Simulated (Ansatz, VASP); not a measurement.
# AlN in VASP and in Ansatz

INCAR

```
PREC = Accurate
ENCUT = 520
EDIFF = 1E-7
ISMEAR = 0
SIGMA = 0.1
LREAL = False
LASPH = True
NELM = 60
ALGO = Fast
ISIF = 2
LWAVE = False
LCHARG = False
GGA = PE
NBANDS = 21
```

KPOINTS

```
Automatic mesh
0
Gamma
  4 4 4
```

POSCAR

```
AlN
1.0
    3.9771853000      0.0000000000      0.0000000000
    0.0000000000      3.9771853000      0.0000000000
    0.0000000000      0.0000000000      3.9771853000
Al N
3 3
Direct
    0.5000000000      0.5000000000      0.0000000000
    0.5000000000      0.0000000000      0.5000000000
    0.0000000000      0.5000000000      0.5000000000
    0.0000000000      0.0000000000      0.5000000000
    0.0000000000      0.5000000000      0.0000000000
    0.5000000000      0.0000000000      0.0000000000
```

Input for Ansatz:

```yaml
crystal:
  lattice:
    - [3.9771853, 0.0, 0.0]
    - [0.0, 3.9771853, 0.0]
    - [0.0, 0.0, 3.9771853]
  atoms:
    - { symbol: Al, position: [0.5, 0.5, 0.0] }
    - { symbol: Al, position: [0.5, 0.0, 0.5] }
    - { symbol: Al, position: [0.0, 0.5, 0.5] }
    - { symbol: "N", position: [0.0, 0.0, 0.5] }
    - { symbol: "N", position: [0.0, 0.5, 0.0] }
    - { symbol: "N", position: [0.5, 0.0, 0.0] }
basis:
  ecutwfc: 420
kpoints:
  mp_grid: { grid: [4, 4, 4] }
hamiltonian:
  xc: pbe
scf:
  occupations: { method: gaussian, width: 0.1 }
  lower_state_search: "off"
output:
  forces: true
  stress: true
  eigenvalues: true
```

Change from the starting cell: species swapped into the TcN type (Pm-3m, No. 221).

Alike in both runs: task single point; functional PBE; k mesh 4 × 4 × 4; occupations gaussian, width 0.1 eV; no spin polarisation.

|  | VASP | Ansatz |
| --- | --- | --- |
| version | VASP 6.6.1 | Ansatz 0.2.0 |
| potentials or method | VASP PAW PBE potentials, release 64 (Al, N) | scalar-relativistic, plane waves, PAW |
| plane-wave cutoff (eV) | 520 | 420 |
| valence electrons in the cell | 24 | 24 |

```tsv
	VASP	Ansatz	Ansatz less VASP
gap on the k mesh at the Fermi level (eV)	none	none	-
pressure (GPa)	-4.2	-4.0	+0.23
```

A gap of «none» marks a metal or a gap that the smearing closes.

Caveats: the k mesh is coarse (spacing up to 0.39 Å⁻¹), so the values aren't converged.
